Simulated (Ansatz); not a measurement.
# WSe2: the cost of one run

All numbers below are computed with Ansatz 0.2.0 (DFT, plane waves, PAW, no spin polarisation).

**1. The structure to begin with**

The cell holds 24 atoms (Se16W8): a = 8.747 Å, b = 8.747 Å, c = 8.747 Å, α = 60.00°, β = 60.00°, γ = 60.00°.

As a file:

```xyz
24
Lattice="0.0000 6.1850 6.1850 6.1850 0.0000 6.1850 6.1850 6.1850 0.0000" Properties=species:S:1:pos:R:3 pbc="T T T"
W     0.0000    0.0000    0.0000
Se    1.5462    1.5462    1.5462
Se    4.6387    4.6387    4.6387
W     3.0925    3.0925    0.0000
Se    4.6387    4.6387    1.5462
Se    7.7312    7.7312    4.6387
W     3.0925    0.0000    3.0925
Se    4.6387    1.5462    4.6387
Se    7.7312    4.6387    7.7312
W     6.1850    3.0925    3.0925
Se    7.7312    4.6387    4.6387
Se   10.8237    7.7312    7.7312
W     0.0000    3.0925    3.0925
Se    1.5462    4.6387    4.6387
Se    4.6387    7.7312    7.7312
W     3.0925    6.1850    3.0925
Se    4.6387    7.7312    4.6387
Se    7.7312   10.8237    7.7312
W     3.0925    3.0925    6.1850
Se    4.6387    4.6387    7.7312
Se    7.7312    7.7312   10.8237
W     6.1850    6.1850    6.1850
Se    7.7312    7.7312    7.7312
Se   10.8237   10.8237   10.8237
```

**2. Run 1: PBE**

File input.yaml:

```yaml
crystal:
  lattice:
    - [0.0, 6.1849665128, 6.1849665128]
    - [6.1849665128, 0.0, 6.1849665128]
    - [6.1849665128, 6.1849665128, 0.0]
  atoms:
    - { symbol: W, position: [0.0, 0.0, 0.0] }
    - { symbol: Se, position: [0.125, 0.125, 0.125] }
    - { symbol: Se, position: [0.375, 0.375, 0.375] }
    - { symbol: W, position: [0.0, 0.0, 0.5] }
    - { symbol: Se, position: [0.125, 0.125, 0.625] }
    - { symbol: Se, position: [0.375, 0.375, 0.875] }
    - { symbol: W, position: [0.0, 0.5, 0.0] }
    - { symbol: Se, position: [0.125, 0.625, 0.125] }
    - { symbol: Se, position: [0.375, 0.875, 0.375] }
    - { symbol: W, position: [0.0, 0.5, 0.5] }
    - { symbol: Se, position: [0.125, 0.625, 0.625] }
    - { symbol: Se, position: [0.375, 0.875, 0.875] }
    - { symbol: W, position: [0.5, 0.0, 0.0] }
    - { symbol: Se, position: [0.625, 0.125, 0.125] }
    - { symbol: Se, position: [0.875, 0.375, 0.375] }
    - { symbol: W, position: [0.5, 0.0, 0.5] }
    - { symbol: Se, position: [0.625, 0.125, 0.625] }
    - { symbol: Se, position: [0.875, 0.375, 0.875] }
    - { symbol: W, position: [0.5, 0.5, 0.0] }
    - { symbol: Se, position: [0.625, 0.625, 0.125] }
    - { symbol: Se, position: [0.875, 0.875, 0.375] }
    - { symbol: W, position: [0.5, 0.5, 0.5] }
    - { symbol: Se, position: [0.625, 0.625, 0.625] }
    - { symbol: Se, position: [0.875, 0.875, 0.875] }
kpoints:
  mp_grid: { grid: [2, 2, 2] }
hamiltonian:
  xc: pbe
scf:
  occupations: { method: fermi_dirac, width: 0.112 }
md:
  ensemble: nvt_nose_hoover
  temperature: 1300
  timestep: 3.0
  n_steps: 20
  initial_velocities: maxwell_boltzmann
  seed: 5008
```

Run with:

```bash
$ ansatz run input.yaml --threads 4 --pin off --max-ram 3686MiB --backend cpu --events-out ev --progress --plain --runs-dir out
```

What time and memory should one allow on 4 threads of Arm Neoverse N1, shared host?

About 7.2 min, with a peak of 2.8 GiB.
